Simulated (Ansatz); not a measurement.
The system is AlV2C.

```
V Al C
1.0
     2.88760    0.00000    0.00000
    -1.44380    2.50073    0.00000
     0.00000    0.00000   13.10482
V Al C
4 2 2
Cartesian
  0.0000 1.6672 11.9728
  1.4438 0.8336 1.1320
  1.4438 0.8336 5.4204
  0.0000 1.6672 7.6845
  1.4438 0.8336 9.8286
  0.0000 1.6672 3.2762
  0.0000 0.0000 6.5524
  0.0000 0.0000 0.0000
```

The cell comes from a database or a generator and needn't be the stable form of this composition.

Program: Ansatz 0.2.0. Alike in all runs: task band structure; potentials or basis Ansatz PAW; spin collinear, ferromagnetic start; cell as given; k mesh 11 × 11 × 2; smearing fermi-dirac 0.05 eV.

Q: Order these runs on this cell by their pressure, lowest first.
A. level r2SCAN; cutoff (eV) 500
B. level PBEsol; cutoff (eV) 420
C. level LDA; cutoff (eV) 420
D. level PBE; cutoff (eV) 420

A: C (-8.8 GPa), B (-3.8 GPa), A (-0.8 GPa), D (1.9 GPa).

Caveats: the PAW data sets come from PBE, with cores solved anew for the run's functional, which leaves a small shift of forces and pressure (some runs); the magnetic or orbital state may not be the lowest (some runs).

Not every run made on this cell is shown here.
